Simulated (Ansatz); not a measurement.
Below is the output of a Python script on Ansatz's Python interface that makes a check of PAW against all-electron LAPW of AlAs, space group F-43m. Write a script that gives it. Level of theory (first run): LDA, PAW, the default cutoff (420 eV here), 6×6×6 k-points, fixed occupations.

```
Al As
1.0
     0.00000    2.83040    2.83040
     2.83040    0.00000    2.83040
     2.83040    2.83040    0.00000
Al As
1 1
Cartesian
  0.0000 0.0000 0.0000
  1.4152 1.4152 1.4152
```

```console
$ python alas.py
DeckWarning: basis.ecutwfc = 420 eV, auto-derived from the records' recommended cutoffs: set by Al (normal level)
PAW levels at the first k-point near E_F: [-0.    -0.     0.     1.846  4.262  4.262  4.262]
LAPW levels at the first k-point near E_F: [-0.    -0.     0.     1.842  4.258  4.258  4.258]
     treatment  electrons in bands           P GPa  gap by band count eV
           PAW                18.0          -1.217                 1.346
          LAPW                34.0          -1.220                 1.345
```
(Warnings from the package without file and line.)

One script that gives this output:

`alas.py`:
```python
# -*- coding: utf-8 -*-
import ansatz
import numpy as np


def count_gap(report):
    # lowest empty less highest filled band, counting bands; zero where they overlap
    return max(report.get("gap_by_band_count_ev") or 0.0, 0.0)

structure = (
    ansatz.Lattice.from_parameters(4.00279, 4.00279, 4.00279, alpha=60.0, beta=60.0, gamma=60.0)
    .atom("Al", [0.0, 0.0, 0.0])
    .atom("As", [0.25, 0.25, 0.25])
)

model = (
    structure.calculation()
    .functional(ansatz.Functional.LDA)
    .kpoints(6, 6, 6)
    .occupations("fixed")
    .stress()
    .forces()
    .band_table()
)
variants = {
    "PAW": model.pseudopotentials("paw"),
    "LAPW": model.pseudopotentials("all_electron", lapw=True),
}
rows = []
for label, variant in variants.items():
    summary = variant.run().report
    levels = np.array(summary["eigenvalues_ev"][0]) - summary["fermi_energy_ev"]
    print(label, "levels at the first k-point near E_F:", np.round(levels[np.abs(levels) < 5], 3))
    rows.append((label, summary["n_electrons"], np.trace(summary["stress_gpa"]) / 3, count_gap(summary)))
print("     treatment  electrons in bands           P GPa  gap by band count eV")
for row in rows:
    print(f"{str(row[0]):>14s}  {row[1]:18.1f}  {row[2]:14.3f}  {row[3]:20.3f}")
```

PAW gives -1.217 GPa and LAPW -1.220 GPa, 0.003 GPa apart. They took 0.7 and 5.0 s of processor time.

Caveats:
- Semilocal gaps usually lie well under measured ones.
- The computed bands are complete only to about 4.3 eV above the Fermi level.
- Under fixed occupations the level called the Fermi level is the highest filled one on the SCF mesh; off the mesh a filled band can lie a little above it.
- The starting cell is as deposited in a crystallographic database; the results hold for this polymorph, which needn't be the stable one.
- Gaps and levels are Kohn-Sham values on a finite set of k-points, without spin-orbit coupling.
- Pressure is positive in compression; the treatments may keep other shells as core, so totals and counts of electrons can differ.
- Hardware and time: 6.4 s on 1 thread of Intel(R) Xeon(R) Processor @ 2.30GHz (shared host), peak memory 0.52 GiB.
